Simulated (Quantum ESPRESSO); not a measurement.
Runs of Quantum ESPRESSO 7.5 on MoS2. The structure is hexagonal, space group P6_3/mmc (No. 194). Conventional cell: a = 3.169 Å, b = 3.169 Å, c = 12.324 Å, α = 90.00°, β = 90.00°, γ = 120.00°. Mo (site symmetry -6m2) has 6 S at 2.41 Å as nearest neighbours. S (site symmetry 3m) has 3 Mo at 2.41 Å as nearest neighbours. 

| task | level | potentials or basis | cell | k mesh | cutoff (eV) | mesh quality | pressure (GPa) | V0 of scaled cells (Å³/atom) | B0 (GPa) |
| --- | --- | --- | --- | --- | --- | --- | --- | --- | --- |
| equation of state | PBEsol | GBRV 1.5 PBEsol | as given | 10 × 10 × 3 | 612 | not flagged | - | 17.50 | (b) |
| phonons | PBEsol | GBRV 1.5 PBEsol | relaxed | 8 × 8 × 2, shifted | 612 | not flagged | 0.0 | - | - |
| phonons | PBE | JTH 2.0 PBE | relaxed | 8 × 8 × 2, shifted | 707 | not flagged | 0.0 | - | - |
| equation of state | PBE | SG15 PBE 1.2 | as given | 10 × 10 × 3 | 952 | not flagged | - | (a) | 143 |
| dielectric tensor | WC | PseudoDojo 0.4.1 SR PBE standard | as given | 4 × 4 × 2, shifted | 1088 | coarse | -2.2 | - | - |

Alike in all rows: no spin polarisation; smearing fermi-dirac 0.05 eV.

Fill in the values left out.

(a) 18.13; (b) 157.

Caveats: some runs use coarse meshes; this functional lacks dispersion, which binds the layers, so the pressure and a relaxed spacing across them are unreliable (some runs); the cell was scaled at fixed shape and fractional positions, which overstates the stiffness of a crystal with free parameters, most of all of layers and chains (some runs); the layers were relaxed without a dispersion term, so their spacing and the soft interlayer modes are unreliable (some runs); the volume moved by over 15 % at a fixed basis, so the end points are rough (some runs); this functional lacks dispersion, which binds the layers, so the pressure and a relaxed spacing across them are unreliable, and here the layers came unbound (some runs); the potentials were made for another functional, which shifts forces and pressure (some runs).

Not every run made on this cell is shown here.
